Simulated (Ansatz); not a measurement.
Runs of Ansatz 0.2.0 on W. Symmetry: Im-3m, No. 229, cubic system. The conventional cell has a = 3.165 Å, b = 3.165 Å, c = 3.165 Å, α = 90.00°, β = 90.00°, γ = 90.00°. Around W (site symmetry m-3m) lie 8 W at 2.74 Å. 

```tsv
task	level	U	cell	cutoff (eV)	hubbard projectors	double counting	gap on the mesh (eV)	pressure (GPa)
single point	LDA+U	W d U = 6 eV	as given	420	ortho-atomic (the default)	fll (the default)	none	(b)
single point	LDA+U	W d U = 4 eV	as given	420	ortho-atomic (the default)	fll (the default)	none	-6.8
single point	LDA+U	W d U = 2 eV	as given	420	ortho-atomic (the default)	fll (the default)	none	-8.3
single point	LDA+U	W d U = 5 eV	as given	420	ortho-atomic (the default)	fll (the default)	none	-5.4
relaxation of cell and atoms	r2SCAN	-	relaxed	500	-	-	none	0.0
single point	LDA+U	W d U = 8 eV	as given	420	ortho-atomic (the default)	fll (the default)	none	(a)
single point	LDA+U	W d U = 3 eV	as given	420	ortho-atomic (the default)	fll (the default)	none	-7.7
single point	LDA	-	as given	420	-	-	none	-8.9
```

Alike in all rows: potentials or basis Ansatz PAW; no spin polarisation; k mesh 12 × 12 × 12; smearing fermi-dirac 0.05 eV.

Problem. Estimate the missing entries.

Solution. (a) 3.7; (b) -3.5.

Caveats: the PAW data sets come from PBE, with cores solved anew for the run's functional, which leaves a small shift of forces and pressure; U without spin polarisation on a metal has little footing (some runs); the U is typed as a test and isn't derived for this compound (some runs); the plane-wave basis is chosen anew once the cell has moved, so the energies of steps on either side of that aren't comparable (some runs).

A k mesh can miss the band edges, and the runs leave out spin-orbit coupling on W.

A gap of «none» marks a metal or a gap under the smearing width.

Runs at the PBE level aren't shown here.
